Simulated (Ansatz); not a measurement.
# Zinc, fcc: HSE06 after PBE

Aim: see what exact exchange does to the levels, and what it costs. Spin polarisation is left out. The cell comes from an earlier PBE relaxation. Exact exchange is dear, so the k-mesh is coarse, and PBE is run on the same mesh for comparison.

Computed with Ansatz 0.2.0 (DFT, plane waves (420 eV) with PBE-made PAW files, scalar-relativistic; functionals as named at each step, unless a step says otherwise).

### Step 1. Starting point

It takes space group Fm-3m (No. 225, cubic). Conventional cell: a = 3.931 Å, b = 3.931 Å, c = 3.931 Å, α = 90.00°, β = 90.00°, γ = 90.00°. Zn (site symmetry m-3m) has 12 Zn at 2.78 Å as nearest neighbours.

As a file:

```cif
data_structure
_symmetry_space_group_name_H-M 'P 1'
_symmetry_Int_Tables_number 1
_cell_length_a 2.7799
_cell_length_b 2.7799
_cell_length_c 2.7799
_cell_angle_alpha 60.000
_cell_angle_beta 60.000
_cell_angle_gamma 60.000
_cell_volume 15.19
loop_
_atom_site_label
_atom_site_type_symbol
_atom_site_fract_x
_atom_site_fract_y
_atom_site_fract_z
_atom_site_occupancy
Zn1 Zn 0.00000 0.00000 0.00000 1
```

### Step 2. PBE on the coarse mesh

The run with PBE.

Input file input.yaml:

```yaml
crystal:
  lattice:
    - [0.0, 1.9656924891, 1.9656924891]
    - [1.9656924891, 0.0, 1.9656924891]
    - [1.9656924891, 1.9656924891, 0.0]
  atoms:
    - { symbol: Zn, position: [0.0, 0.0, 0.0] }
hamiltonian:
  xc: pbe
  pseudopotentials:
    kind: paw
    azcp:
      Zn: "pseudopotentials/Zn.paw.azcp"
basis:
  ecutwfc: 420
  fft_grid_basis: typed
kpoints:
  mp_grid: { grid: [7, 7, 7], shift: [0, 0, 0] }
magnetization:
  spin_polarized: false
scf:
  occupations: { method: fermi_dirac, width: 0.1 }
```

The run is started by

```sh
> ansatz run input.yaml --threads 4 --pin off --max-ram 8192MiB --backend cpu --events-out ev --progress --plain --runs-dir out
```

The log of the run, cut to the lines that bear on the results:

```text
Warning: RAYON_NUM_THREADS=4 ignored (pool sized by the plan → 4); use --threads N
[...]
Pseudopotentials: kind: paw
Pseudopotential: Zn, paw, valence charge 12, recommended cutoff 420 eV (normal), <dir>
Functional definition: PBE
[...]
Crystal: 1 atoms, lattice volume = 15.191 Å³
Basis set: ecut = 420 eV, 307 PW (Γ)
Bands: 10, of which v1, the nominal top of the filled ones, is band 6 counted from 1 (5 counted from 0)
Symmetry: 48 space group operations
Space group: Fm-3m (ITA 225), of the structure as read, at distance tolerance 2.5e-5 Å
k-points: 20 of 343
[...]
SCF iter   1: F=—  HF=-3319.057955 eV  |F-HF|=—  |Δ(HF+E_count)|=         —  Δρ=1.91e-3  dr2=3.56e-4  ethr=1.77e-3  ⟨swp⟩=4.7  Hψ=1252  notcnv=0
[...]
SCF iter   6: F=-3319.057755 eV  HF=-3319.057755 eV  |F-HF|=8.79e-9  |Δ(HF+E_count)|=   2.64e-8  Δρ=9.55e-6  dr2=7.85e-9  ethr=7.29e-10  ⟨swp⟩=1.1  Hψ=591  notcnv=0
[...]
SCF converged after 6 iterations
Free energy (F): -3319.057755 eV
[...]
E sigma→0 (E₀):  -3319.056909 eV
Entropy (-TS):   -0.001690 eV (-1.690 meV/atom)
Fermi energy:    11.019138 eV
[...]
```

It took 0.21 s on 4 threads of Arm Neoverse V1, shared host; peak memory 0.24 GiB.

### Step 3. HSE06, coarse mesh

The run with HSE06.

Changes to input.yaml since step 2:

```diff
@@ -8,3 +8,3 @@
 hamiltonian:
-  xc: pbe
+  xc: hse06
   pseudopotentials:
```

The run is started by

```sh
> ansatz run input.yaml --threads 4 --pin off --max-ram 8192MiB --backend cpu --events-out ev --progress --plain --runs-dir out
```

The log of the run, cut to the lines that bear on the results:

```text
Warning: RAYON_NUM_THREADS=4 ignored (pool sized by the plan → 4); use --threads N
[...]
[... 2 set-up lines as earlier in the session ...]
Functional definition: HSE06
[...]
Crystal: 1 atoms, lattice volume = 15.191 Å³
Basis set: ecut = 420 eV, 307 PW (Γ)
Bands: 10, of which v1, the nominal top of the filled ones, is band 6 counted from 1 (5 counted from 0)
[... 2 set-up lines as earlier in the session ...]
k-points: 20 of 343
[...]
SCF iter   1: F=—  HF=-3319.058276 eV  |F-HF|=—  |Δ(HF+E_count)|=         —  Δρ=3.57e-3  dr2=1.12e-3  ethr=1.77e-3  ⟨swp⟩=9.2  Hψ=1001  notcnv=0
[...]
Frozen-core exchange: fock
[...]
SCF 2 stopped early in 7 iterations: F = -3318.973008 eV  dr2 = 3.90e-6
hybrid outer 1: dexx = +5.169e-3 eV, tail = 4.49e-5 eV
[...]
Frozen-core exchange: fock
[...]
SCF iter   3: F=-3318.972816 eV  HF=-3318.972816 eV  |F-HF|=7.95e-9  |Δ(HF+E_count)|=   3.22e-8  Δρ=1.57e-5  dr2=1.46e-8  ethr=7.41e-11  ⟨swp⟩=3.5  Hψ=830  notcnv=0
[...]
hybrid outer 2: dexx = +6.809e-7 eV, tail = 5.00e-8 eV, Δε = 8.08e-3 eV (about 3.73e-4 eV left of the loop's levels)
hybrid SCF converged: 2 outer / 10 inner (+4 warm-up), last move |dexx| = 6.81e-7 eV, tail = 5.00e-8 eV
Stability not checked: this state was not tested for a lower state beside it, because the functional holds exact exchange (a hybrid, or Hartree-Fock), whose exchange loop this test does not read (fock_operator; see scf.lower_state_search)
Free energy (F): -3318.972816 eV
Frozen-core exchange: fock
[...]
E sigma→0 (E₀):  -3318.972454 eV
Entropy (-TS):   -0.000724 eV (-0.724 meV/atom)
Fermi energy:    10.939789 eV
[...]
--- Band table (eV; the first three rows and the last of 20) ---
  k-point 0: bands = ["-0.6881", "1.0645", "1.0645", "1.0645", "1.4402", "1.4402", "30.3677", "30.4717"]
[...]
  guard bands above this table: 2 of the run's 10 bands. The solve was not asked for them (output.publish_guard_bands: true or output.eigenvalues: true publishes all)
```

Run time: 3.1 s. Hardware: 4 threads of Arm Neoverse V1, shared host; peak memory 0.67 GiB.

### Step 4. The functionals compared

```csv
functional,gap on the mesh,Fermi energy (eV),SCF cycles,exchange loops,CPU time
PBE,none (levels filled in part),11.019,6,-,0.44 s
HSE06,none (levels filled in part),10.940,14,2,9 s
```

### Step 5. Summary of results

| quantity | value |
| --- | --- |
| PBE: gap | none (levels filled in part) |
| HSE06: gap | none (levels filled in part) |
| HSE06: SCF cycles, exchange loops | 14, 2 |
| HSE06: CPU time over that of PBE | 20 |
| HSE06: relative to hcp | +28 meV/atom |

What this shows: Neither PBE nor HSE06 shows a clean gap on this mesh. HSE06 cost 20 times the CPU time of PBE. The exchange operator of HSE06 was renewed in 2 outer loops. The dense-mesh value adds +49.8 meV/atom, the change that PBE shows between the coarse mesh and its own dense run (not shown). Under HSE06 it lies 28 meV/atom above hcp (computed apart in the same way); on such meshes a few tens of meV are uncertain for metals. The total energies in the logs cannot be compared from one functional to another.
